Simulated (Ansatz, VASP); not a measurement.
## ZnSnN2: VASP beside Ansatz

```
Zn N Sn
1.0
     3.42763    0.00000    0.00000
     0.00000    3.42763    0.00000
     0.00000    0.00000    9.06898
Zn N Sn
2 4 2
Direct
  0.50000 0.00000 0.90381
  0.00000 0.50000 0.09619
  0.50000 0.50000 0.00000
  0.00000 0.00000 0.24268
  0.50000 0.50000 0.50000
  0.00000 0.00000 0.75732
  0.50000 0.00000 0.35598
  0.00000 0.50000 0.64402
```

Alike in both runs: task single point; functional PBE; k mesh 6 × 6 × 2; occupations fermi-dirac, width 0.02 eV; no spin polarisation.

```csv
,VASP,Ansatz
version,VASP 6.6.1,Ansatz 0.2.0
potentials or method,"VASP PAW PBE potentials, release 64 (Zn, N, Sn_d)","plane waves, PAW"
plane-wave cutoff (eV),520,420
valence electrons in the cell,72,72
```

Ansatz gave:

```
pressure (GPa)                                  : 9.3
largest component of the traceless stress (GPa) : 1.32
rms of the force components (eV/Å)              : 0.100
```

Problem. Which values does VASP return?

Solution. Pressure (GPa): 9.7; largest component of the traceless stress (GPa): 1.44; rms of the force components (eV/Å): 0.099.
